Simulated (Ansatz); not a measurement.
Runs of Ansatz 0.2.0 on Y. The structure is hexagonal, space group P6_3/mmc (No. 194). Conventional cell: a = 3.647 Å, b = 3.647 Å, c = 5.731 Å, α = 90.00°, β = 90.00°, γ = 120.00°. Y (site symmetry -6m2) has 12 Y at 3.56 to 3.65 Å as nearest neighbours. 

```tsv
level	cutoff (eV)	gap on the mesh (eV)	pressure (GPa)	relaxed volume (Å³/atom)
RPBE	420	none	0.0	34.19
r2SCAN	500	none	0.0	(a)
LDA	420	none	0.0	29.89
PBEsol	420	none	0.0	31.33
BLYP	420	none	0.0	33.76
revPBE	420	none	0.0	(b)
```

Alike in all rows: task relaxation of cell and atoms; potentials or basis Ansatz PAW; no spin polarisation; cell relaxed; k mesh 8 × 8 × 5; smearing fermi-dirac 0.05 eV.

Question: Estimate the missing entries.

Answer: (a) 33.57; (b) 33.84.

Caveats: the plane-wave basis is chosen anew once the cell has moved, so the energies of steps on either side of that aren't comparable; the PAW data sets come from PBE, with cores solved anew for the run's functional, which leaves a small shift of forces and pressure.

A k mesh can miss the band edges, and the runs leave out spin-orbit coupling on Y.

A gap of «none» marks a metal or a gap under the smearing width.

Runs at the PBE level aren't shown here.
